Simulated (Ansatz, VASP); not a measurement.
**GaP: VASP beside Ansatz**

```
CELL_PARAMETERS angstrom
0.00000 2.72525 2.72525
2.72525 0.00000 2.72525
2.72525 2.72525 0.00000
ATOMIC_POSITIONS crystal
Ga 0.00000 0.00000 0.00000
P 0.75000 0.75000 0.75000
```

Alike in both runs: task relaxation of cell and atoms; functional PBE; k mesh 8 × 8 × 8; occupations fermi-dirac, width 0.05 eV; no spin polarisation.

```csv
,VASP,Ansatz
version,VASP 6.6.1,Ansatz 0.2.0
potentials or method,"VASP PAW PBE potentials, release 54 (Ga_d, P)",Ansatz PAW
plane-wave cutoff (eV),600,420
valence electrons in the cell,18,18
```

VASP gave:

| Quantity | Value |
| --- | --- |
| gap on the k mesh at the Fermi level, each at its own relaxed structure (eV) | 1.58 |
| relaxed volume (Å³/atom) | 20.86 |
| relaxed cell length with the largest relative difference (Å) | 3.893 |
| energy change over the relaxation (meV/atom) | -5 |

**Question.** Which values does Ansatz return?

**Answer.** gap on the k mesh at the Fermi level, each at its own relaxed structure (eV): 1.58; relaxed volume (Å³/atom): 20.85; relaxed cell length with the largest relative difference (Å): 3.893; energy change over the relaxation (meV/atom): -5.

Caveats: the plane-wave basis is chosen anew once the cell has moved, so the energies of steps on either side of that aren't comparable (Ansatz). A k mesh can miss the band edges. PBE usually gives volumes a little too large and moduli too small. Zero-point motion and thermal expansion aren't in these numbers.
